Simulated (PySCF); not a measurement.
**Reproducing measurements on triethylamine**

**Experimental background.**

From NIST CCCBDB Release 22 (SRD 101), experimental polarizabilities, for the gas: mean polarisability 13.38 Å³.

How close the calculation comes is told at the end.

Compound: triethylamine, C6H15N.
SMILES with atom numbers: `[CH3:1][CH2:2][N:3]([CH2:4][CH3:5])[CH2:6][CH3:7]` (hydrogens: H8, H9, H10 on C1; H11, H12 on C2; H13, H14 on C4; H15, H16, H17 on C5; H18, H19 on C6; H20, H21, H22 on C7)

Structure used (PBE0-D3(BJ)/def2-SVP), in Å, numbered top down from 1:
```xyz
22
C6H15N angstrom
C     -2.0483    1.3773   -0.1080
C     -0.7137    1.1460    0.5786
N      0.0088    0.0000    0.0610
C      1.4433    0.1072    0.2466
C      2.1092    1.0528   -0.7376
C     -0.5271   -1.2641    0.5279
C     -0.2506   -2.4201   -0.4174
H     -2.7413    0.5338    0.0341
H     -1.9010    1.5099   -1.1902
H     -2.5411    2.2764    0.2927
H     -0.8587    1.0690    1.6814
H     -0.0884    2.0388    0.4254
H      1.8795   -0.8943    0.1111
H      1.6950    0.4029    1.2917
H      1.9088    0.7299   -1.7700
H      1.7441    2.0862   -0.6340
H      3.1987    1.0736   -0.5809
H     -1.6177   -1.1546    0.6294
H     -0.1554   -1.5085    1.5502
H      0.8271   -2.6078   -0.5406
H     -0.7035   -3.3494   -0.0390
H     -0.6679   -2.2054   -1.4125
```

Runs made with PySCF (gas phase, on this PBE0-D3(BJ)/def2-SVP geometry; no spin–orbit coupling):

```tsv
level	job	basis functions
PBE0/def2-SVPD	10 singlets by full TDDFT, 4 Tamm–Dancoff triplets, polarisability, ΔSCF ions, density and orbital grids written	260
```

Results beside the measurements:

**Mean polarisability.** Measured: 13.38 Å³ (NIST CCCBDB Release 22 (SRD 101), experimental polarizabilities).

```csv
level,computed (Å³),computed − measured (Å³),% (from the printed values)
PBE0/def2-SVPD,12.88,-0.50,-4
```

The computed values are static and purely electronic, with core orbitals frozen in the response (1 au = 0.148185 Å³). The table of measured values doesn't say here whether a value is static or optical, or holds a vibrational part. The measurement averages over conformers, the calculation has one.

The geometry is computed, not the measured one. Where a level misses, the cause wasn't examined.
